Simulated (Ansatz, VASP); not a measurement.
One calculation of BaS, two programs

INCAR

```
SYSTEM = BaS
  ALGO = Normal
  EDIFF = 1E-6
  ENCUT = 520
  GGA = PS
  ISIF = 2
  ISMEAR = -1
  LASPH = .TRUE.
  LCHARG = .FALSE.
  LREAL = .FALSE.
  LWAVE = .FALSE.
  NBANDS = 15
  NELM = 60
  PREC = Accurate
  SIGMA = 0.02
```

KPOINTS

```
k-points
0
G
  8 8 8
  0 0 0
```

POSCAR

```
BaS
1.0
    0.0319375000      3.2097187500      3.2097187500
    3.2097187500      0.0319375000      3.2097187500
    3.2097187500      3.2097187500      0.0319375000
Ba S
1 1
Direct
    0.0000000000      0.0000000000      0.0000000000
    0.5000000000      0.5000000000      0.5000000000
```

Input for Ansatz:

```yaml
crystal:
  lattice:
    - [0.0319375, 3.20971875, 3.20971875]
    - [3.20971875, 0.0319375, 3.20971875]
    - [3.20971875, 3.20971875, 0.0319375]
  atoms:
    - { symbol: Ba, position: [0.0, 0.0, 0.0] }
    - { symbol: S, position: [0.5, 0.5, 0.5] }
kpoints:
  mp_grid: { grid: [8, 8, 8] }
  band_path:
    path:
      - [0.0, 0.0, 0.0]
      - [0.5, 0.5, 0.5]
      - [0.247543133, 0.5, 0.752456867]
      - [-0.247543133, 0.247543133, 0.5]
      - [0.0, 0.0, 0.5]
      - [0.0, 0.0, 0.0]
      - [-0.3737715665, 0.0, 0.3737715665]
      - [0.0, 0.3737715665, 0.6262284335]
      - [0.0, 0.5, 0.5]
    npoints: 5
scf:
  occupations: { method: fermi_dirac, width: 0.02 }
hamiltonian:
  xc: pbesol
  pseudopotentials: { kind: all_electron, lapw: { basis_error: 0.00025 } }
output:
  forces: true
  stress: true
  eigenvalues: true
```

Change from the starting cell: equal xy, yz and zx shear strains of +1 %.

Alike in both runs: task single point; functional PBEsol; k mesh 8 × 8 × 8; occupations fermi-dirac, width 0.02 eV; no spin polarisation.

```csv
,VASP,Ansatz
version,VASP 6.6.1,Ansatz 0.2.0
potentials or method,"VASP PAW PBE potentials, release 64 (Ba_sv, S)","all-electron LAPW, scalar-relativistic"
plane-wave cutoff (eV),520,see its input
```

|  | VASP | Ansatz | Ansatz less VASP |
| --- | --- | --- | --- |
| gap on the k mesh at the Fermi level (eV) | 1.97 | 2.07 | +0.099 |
| pressure (GPa) | -0.5 | -1.2 | -0.62 |
| largest component of the traceless stress (GPa) | 0.19 | 0.19 | 0.000 |

Ansatz ran all-electron here, so the differences hold the error of VASP's frozen core and of both bases.

Caveats: the PAW data sets were made with another functional, which shifts forces and pressure a little (VASP); spin-orbit coupling is left out, which moves the levels of the heavy elements. A k mesh can miss the band edges.
